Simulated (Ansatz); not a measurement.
Wanted: the native input for an Ansatz 0.2.0 run.

| Quantity | Value |
| --- | --- |
| Task | single point |
| Functional | PBE |
| Potentials or basis | Ansatz PAW |
| Cutoff | 420 eV (not typed: the program's choice for these potentials) |
| k mesh | 10 × 10 × 2 |
| Occupations | gaussian, width 0.015 eV |
| Spin | no spin polarisation |

The system is WS2, a slab with vacuum.

```
W S
1.0
     3.18352    0.00000    0.00000
    -1.59176    2.75701    0.00000
     0.00000    0.00000   16.95058
W S
1 2
Direct
  0.00000 0.00000 0.00000
  0.33333 0.66667 0.09200
  0.33333 0.66667 0.90800
```

One way to write it, as run:

input.yaml

```yaml
crystal:
  lattice:
    - [3.1835163552, 0.0, 0.0]
    - [-1.5917581776, 2.7570060369, 0.0]
    - [0.0, 0.0, 16.95057789]
  atoms:
    - { symbol: W, position: [0.0, 0.0, 0.0] }
    - { symbol: S, position: [0.3333333333, 0.6666666667, 0.09200051] }
    - { symbol: S, position: [0.3333333333, 0.6666666667, 0.90799949] }
hamiltonian:
  xc: pbe
  pseudopotentials: { kind: paw }
kpoints:
  mp_grid: { grid: [10, 10, 2] }
scf:
  occupations: { method: gaussian, width: 0.015 }
output:
  forces: true
  stress: true
  eigenvalues: true
```

Potentials or basis: Ansatz PAW.

Command:

```console
$ ansatz run input.yaml --threads 2 --pin off --max-ram 5632MiB --backend cpu --events-out ev --progress --plain --runs-dir out
```

Results of the run:

```
Largest force          : 0.259 eV/Å
Band gap on the k mesh : 1.99 eV, indirect (least direct gap 2.15 eV)
```

Caveat: spin-orbit coupling is left out, which moves the levels of the heavy elements.

It took 7.2 s on 2 threads of Intel(R) Xeon(R) Processor @ 2.50GHz (Skylake/Cascade Lake) (shared host), peak memory 0.4 GiB.
